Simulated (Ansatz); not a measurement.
# RbBr: the band gap up the ladder of functionals

An exercise on one series of results from a longer session: the logs are not shown, and one member is left open.

Program: Ansatz 0.2.0. PAW datasets, plane waves. Calculated at 0 K for a non-magnetic cell.

**Starting point**

The cell was relaxed beforehand with r2SCAN.

It is cubic, Fm-3m (No. 225); a = 6.922 Å in the conventional setting, 41.46 Å³ an atom. Around Rb lie 6 Br at 3.46 Å; around Br lie 6 Rb at 3.46 Å.

Coordinates:

```
Rb Br
1.0
     0.00000    3.46105    3.46105
     3.46105    0.00000    3.46105
     3.46105    3.46105    0.00000
Rb Br
1 1
Direct
  0.00000 0.00000 0.00000
  0.50000 0.50000 0.50000
```

The first run:

Contents of input.yaml:

```yaml
crystal:
  lattice:
    - [0.0, 3.4610545825, 3.4610545825]
    - [3.4610545825, 0.0, 3.4610545825]
    - [3.4610545825, 3.4610545825, 0.0]
  atoms:
    - { symbol: Rb, position: [0.0, 0.0, 0.0] }
    - { symbol: Br, position: [0.5, 0.5, 0.5] }
kpoints:
  mp_grid: { grid: [6, 6, 6] }
  band_path:
    path:
      - [[0.0, 0.0, 0.0], [0.5, -9.33928245384e-35, 0.5], [0.625, 0.25, 0.625]]
      - [[0.375, 0.375, 0.75], [0.0, 0.0, 0.0], [0.5, 0.5, 0.5], [0.5, 0.25, 0.75], [0.5, -9.33928245384e-35, 0.5]]
    npoints: 10
hamiltonian:
  xc: pbe
scf:
  occupations: { method: fermi_dirac, width: 0.02 }
  n_extra_bands: 4
output:
  forces: true
  stress: true
  eigenvalues: true
```

The run is started by

```sh
> ansatz run input.yaml --threads 2 --pin off --max-ram 29491MiB --backend cpu --events-out ev --progress --plain --runs-dir out
```

Steps of the session up to this table: Band structure with PBE; r2SCAN; HSE06; Single point with PBE+SOC; PBE0; LDA; G0W0 on PBE; Single point with DDH-PBE0; Single point with HSE06+SOC; Single point with r2SCANh; Hartree-Fock.

One table of the session follows, with a row left open; its other results are not shown here.

```
                     level  gap (eV)
                       PBE      4.29
                    r2SCAN      4.89
                     HSE06      5.44
                   PBE+SOC      4.13
                      PBE0      6.16
                       LDA      3.88
G0W0@PBE (247 empty bands)      6.75
G0W0@PBE (614 empty bands)      6.88
                  DDH-PBE0      7.30
                 HSE06+SOC      5.27
                   r2SCANh      5.52
              Hartree-Fock         ?
```

Estimate the missing values for Hartree-Fock.

The run gave: gap (eV): 11.81. In the column «gap (eV)» it is the highest.

Meshes: PBE 6×6×6, r2SCAN 6×6×6, HSE06 4×4×4, PBE+SOC 6×6×6, PBE0 4×4×4, LDA 6×6×6, DDH-PBE0 4×4×4, HSE06+SOC 4×4×4, r2SCANh 4×4×4, Hartree-Fock 4×4×4

Against G0W0@PBE, PBE is short by 2.59 eV, at 62 % of it, and r2SCAN 71 %. PBE0 lies 0.72 eV above HSE06, which differs from it by screening the long-range exchange. Hartree-Fock lies above G0W0@PBE by 4.9 eV. No extrapolation in bands, cutoff or mesh was made for G0W0.

Caveats from the session: Warnings in the runs' records: stress scf threshold loose, stress exchange threshold loose.
